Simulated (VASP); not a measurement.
A run of VASP 6.6.1 is set up as follows.

INCAR

```
PREC = Accurate ; ENCUT = 600
EDIFF = 1E-6 ; ISMEAR = 0
SIGMA = 0.02 ; LREAL = F
LASPH = T ; NELM = 120
ALGO = Normal ; ISIF = 3
LWAVE = F ; LCHARG = F
GGA = CA ; IBRION = 2
NSW = 60 ; EDIFFG = -0.005
KPAR = 2
```

KPOINTS

```
Automatic mesh
0
Gamma
  8 8 8
```

Contents of POSCAR:

```
BaHfO3
1.0
    4.1700000000      0.0000000000      0.0000000000
    0.0000000000      4.1700000000      0.0000000000
    0.0000000000      0.0000000000      4.1700000000
Ba Hf O
1 1 3
Direct
    0.0000000000      0.0000000000      0.0000000000
    0.5000000000      0.5000000000      0.5000000000
    0.5000000000      0.5000000000      0.0000000000
    0.0000000000      0.5000000000      0.5000000000
    0.5000000000      0.0000000000      0.5000000000
```

Potentials or basis: VASP PAW LDA potentials, release 64 (Ba_sv, Hf_pv, O).

Run with:

```bash
$ cat potpaw_LDA.64/Ba_sv/POTCAR potpaw_LDA.64/Hf_pv/POTCAR potpaw_LDA.64/O/POTCAR > POTCAR
$ mpirun -np 2 vasp_std > vasp.out
```

Task: What does it give for the band gap on the k mesh?

Result: 3.48 eV, indirect (least direct gap 3.64 eV).

Task: Estimate the relaxed cell.

Result: a = 4.121 Å, b = 4.121 Å, c = 4.121 Å, α = 90.00°, β = 90.00°, γ = 90.00°.

The path:
| step | energy change (eV) | largest force (eV/Å) | pressure (GPa) | volume (Å³) |
| --- | --- | --- | --- | --- |
| 1 | 0.0000 | 0.0000 | -6.13 | 72.51 |
| 2 | 0.0380 | 0.0000 | 9.43 | 66.84 |
| 3 | -0.0503 | 0.0000 | 0.00 | 70.00 |

Caveat: spin-orbit coupling is left out, which moves the levels of the heavy elements. Expect the measured gap to be larger: semilocal functionals such as LDA lack the derivative discontinuity.
